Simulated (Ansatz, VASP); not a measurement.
Given: the input of a run of VASP 6.6.1 on Si.

Contents of INCAR:

```
SYSTEM = Si
PREC = Accurate
ENCUT = 520
EDIFF = 1E-6
ISMEAR = -1
SIGMA = 0.05
LREAL = .False.
LASPH = .True.
NELM = 60
ALGO = Normal
ISIF = 2
LWAVE = .False.
LCHARG = .False.
GGA = CA
NBANDS = 11
```

KPOINTS

```
Automatic mesh
0
Gamma
  8 8 8
  0 0 0
```

Contents of POSCAR:

```
Si
1.0
    0.0000000000      2.7576691254      2.7576691254
    2.7576691254      0.0000000000      2.7576691254
    2.7576691254      2.7576691254      0.0000000000
Si
2
Direct
    0.5000000000      0.5000000000      0.5000000000
    0.7500000000      0.7500000000      0.7500000000
```

Potentials or basis: VASP PAW LDA potentials, release 64 (Si).

Run with:

```console
$ cat potpaw_LDA.64/Si/POTCAR > POTCAR
$ mpirun -np 1 vasp_std > vasp.out
```

**Question.** Translate it to Ansatz 0.2.0. Potentials there: JTH PAW LDA.

**Answer.** As run (the cutoff follows the program's own potentials):

The input input.yaml:

```yaml
crystal:
  lattice:
    - [0.0, 2.7576691254, 2.7576691254]
    - [2.7576691254, 0.0, 2.7576691254]
    - [2.7576691254, 2.7576691254, 0.0]
  atoms:
    - { symbol: Si, position: [0.5, 0.5, 0.5] }
    - { symbol: Si, position: [0.75, 0.75, 0.75] }
hamiltonian:
  xc: lda
  pseudopotentials: { kind: paw, xc_functional: lda, accuracy: standard }
kpoints:
  mp_grid: { grid: [8, 8, 8] }
scf:
  occupations: { method: fermi_dirac, width: 0.05 }
output:
  forces: true
  stress: true
  eigenvalues: true
```

Potentials or basis: JTH PAW LDA.

The run is started by

```sh
$ ansatz run input.yaml --threads 2 --pin off --max-ram 5120MiB --backend cpu --events-out ev --progress --plain --runs-dir out
```

Both were run:

|  | VASP | Ansatz | Ansatz less VASP |
| --- | --- | --- | --- |
| gap on the k mesh at the Fermi level (eV) | 0.58 | 0.59 | +0.007 |
| least direct gap on the mesh (eV) | 2.42 | 2.42 | 0.000 |
| pressure (GPa) | -5.2 | -5.3 | -0.06 |

A k mesh can miss the band edges. A hybrid or GW would open this gap; LDA tends to underestimate it.
